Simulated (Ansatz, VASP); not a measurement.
# One calculation of SiC, two programs

```
Si C
1.0
     3.07600    0.00000    0.00000
    -1.53800    2.66389    0.00000
     0.00000    0.00000    5.04800
Si C
2 2
Direct
  0.40585 0.71975 0.01981
  0.66667 0.33333 0.50000
  0.33333 0.66667 0.38500
  0.66667 0.33333 0.88500
```

Alike in both runs: task single point; functional PBE; k mesh 6 × 6 × 4; occupations gaussian, width 0.05 eV; no spin polarisation.

|  | VASP | Ansatz |
| --- | --- | --- |
| version | VASP 6.6.1 | Ansatz 0.2.0 |
| potentials or method | VASP PAW PBE potentials, release 64 (Si, C) | scalar-relativistic, plane waves, PAW |
| plane-wave cutoff (eV) | 520 | 420 |
| valence electrons in the cell | 16 | 16 |

```csv
,VASP,Ansatz,Ansatz less VASP
gap on the k mesh at the Fermi level (eV),1.42,1.42,+0.003
least direct gap on the mesh (eV),3.48,3.49,+0.004
pressure (GPa),5.6,5.7,+0.07
largest component of the traceless stress (GPa),4.24,4.24,+0.003
rms of the force components (eV/Å),1.340,1.340,-0.0001
```

Atom by atom the forces differ by 0.003 eV/Å (rms over components).

Caveats: forces of over 1 eV/Å show positions far from the minimum, so gaps and moduli don't describe the material at rest. A k mesh can miss the band edges.
